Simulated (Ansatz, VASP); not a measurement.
**One calculation of Ga, two programs**

The input INCAR:

```
ALGO = Normal ; EDIFF = 1E-6
ENCUT = 520 ; GGA = PS
ISIF = 2 ; ISMEAR = -1
LASPH = True ; LCHARG = True
LELF = True ; LREAL = False
LVHAR = True ; LWAVE = False
NBANDS = 20 ; NELM = 80
PREC = Accurate ; SIGMA = 0.08
```

KPOINTS

```
k-points
0
Gamma
  13 13 13
```

Contents of POSCAR:

```
Ga
1.0
    0.0000000000      2.6285020389      2.6285020389
    2.6285020389      0.0000000000      2.6285020389
    2.6285020389      2.6285020389      0.0000000000
Ga
2
Direct
   -0.1250000000     -0.1250000000     -0.1250000000
    0.1250000000      0.1250000000      0.1250000000
```

Input for Ansatz:

```yaml
crystal:
  lattice:
    - [0.0, 2.6285020389, 2.6285020389]
    - [2.6285020389, 0.0, 2.6285020389]
    - [2.6285020389, 2.6285020389, 0.0]
  atoms:
    - { symbol: Ga, position: [-0.125, -0.125, -0.125] }
    - { symbol: Ga, position: [0.125, 0.125, 0.125] }
kpoints:
  mp_grid: { grid: [13, 13, 13] }
scf:
  occupations: { method: fermi_dirac, width: 0.08 }
hamiltonian:
  xc: pbesol
  pseudopotentials: { kind: all_electron, lapw: { basis_error: 0.001 } }
output:
  forces: true
  stress: true
  eigenvalues: true
  populations: true
```

Change from the starting cell: volume scaled by 0.76, LAPW.

Alike in both runs: task single point; functional PBEsol; k mesh 13 × 13 × 13; occupations fermi-dirac, width 0.08 eV; no spin polarisation.

|  | VASP | Ansatz |
| --- | --- | --- |
| version | VASP 6.6.1 | Ansatz 0.2.0 |
| potentials or method | VASP PAW PBE potentials, release 64 (Ga_d) | all-electron LAPW, scalar-relativistic |
| plane-wave cutoff (eV) | 520 | see its input |

```tsv
	VASP	Ansatz	Ansatz less VASP
pressure (GPa)	22.7	22.5	-0.17
```

Ansatz ran all-electron here, so the differences hold the error of VASP's frozen core and of both bases.

Caveats: so large a pressure means that the cell lies far from this level's equilibrium, or that cutoff or potentials fall short (VASP); the potentials were made for another functional, which shifts forces and pressure (VASP).
